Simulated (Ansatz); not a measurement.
# TaN: uniaxial strain along c

One table from this session's results is given with a row withheld; the runs are named, their logs left out.

Method: DFT PBEsol, scalar-relativistic, plane waves, PAW, in Ansatz 0.2.0.

3 further runs of the same task are left out: 3 set aside as unsound or not needed.

**The system as given**

It takes space group P-62m (No. 189, hexagonal). Conventional cell: a = 5.179 Å, b = 5.179 Å, c = 2.896 Å, α = 90.00°, β = 90.00°, γ = 120.00°. Ta (site symmetry -6) is surrounded by 6 N at 2.15 Å. Ta (site symmetry -62m) has 3 N at 2.04 Å as nearest neighbours. Around N (site symmetry m2m) lie 5 Ta at 2.04 to 2.15 Å.

Coordinates:

```
CELL_PARAMETERS angstrom
5.17892 0.00000 0.00000
-2.58946 4.48508 0.00000
0.00000 0.00000 2.89600
ATOMIC_POSITIONS crystal
Ta 0.33333 0.66667 0.50000
Ta 0.66667 0.33333 0.50000
Ta 0.00000 0.00000 0.00000
N 0.39337 0.00000 0.00000
N 0.60663 0.60663 0.00000
N 0.00000 0.39337 0.00000
```

This cell was relaxed beforehand with the same method: volume 11.21 Å³/atom, gap on the mesh none (metal).

The unstrained cell comes from an earlier run at this level (6 atoms, E(σ→0) -30562.9880 eV, gap none (metal)).

The first run:

input.yaml reads:

```yaml
crystal:
  lattice:
    - [5.1918681716, 0.0, 0.0]
    - [-2.5959340858, 4.4962897297, 0.0]
    - [0.0, 0.0, 2.8670373047]
  atoms:
    - { symbol: Ta, position: [0.3333333333, 0.6666666667, 0.5] }
    - { symbol: Ta, position: [0.6666666667, 0.3333333333, 0.5] }
    - { symbol: Ta, position: [0.0, 0.0, 0.0] }
    - { symbol: "N", position: [0.3933709401, 0.0, 0.0] }
    - { symbol: "N", position: [0.6066290599, 0.6066290599, 0.0] }
    - { symbol: "N", position: [0.0, 0.3933709401, 0.0] }
basis:
  ecutwfc: 420
kpoints:
  mp_grid: { grid: [12, 12, 12] }
hamiltonian:
  xc: pbesol
scf:
  occupations: { method: gaussian, width: 0.1 }
output:
  forces: true
  stress: true
  eigenvalues: true
relax:
  adjacent_minimum: "off"
  f_tol: 0.008
  max_steps: 40
  cell: { stress_tol: 0.015, fix: [c, angles] }
```

Started as:

```
ansatz run input.yaml --threads 1 --pin off --max-ram 2560MiB --backend cpu --events-out ev --progress --plain --runs-dir out
```

Among the steps run: The cell strained by -1.0 %; The cell strained by +1.0 %; The cell strained by -2.0 %; At +2.0 %; Strain -3.0 %; The cell strained by +3.0 %.

One of the session's tables, all rows but one given; the rest of the session is left out.

Lengths are those of the vectors of the cell that was run; stresses in GPa:

```
strain (%)  ΔE (meV/atom)  a (Å)  b (Å)  c (Å)
      -3.0           20.8  5.215  5.215  2.809
      -2.0            9.0  5.203  5.203  2.838
      -1.0              ?      ?      ?      ?
      +0.0            0.0  5.179  5.179  2.896
      +1.0            2.1  5.167  5.167  2.925
      +2.0            8.1  5.155  5.155  2.954
      +3.0           17.9  5.145  5.145  2.983
```

Estimate the missing values for strain (%) = -1.0.

Worked estimate for «ΔE (meV/atom)». A straight line through the neighbours (-2.0, 9.0) and (0.0, 0.0) gives 9.0 + (0.0 − 9.0) × (-1.0 + 2.0) / (0.0 + 2.0) = 4.5; a parabola fitted to 4 rows on both sides gives 2.2.

As computed: ΔE (meV/atom): 2.2; a (Å): 5.191; b (Å): 5.191; c (Å): 2.867. In «ΔE (meV/atom)» the line misses by +2.3 and the parabola by 0.0.

ΔE is over the unstrained cell. Stress in GPa, positive in compression, on the Cartesian axes of the input. 

Caveats from the session: Warnings in the runs' records: symmetry narrowed by cell relaxation.
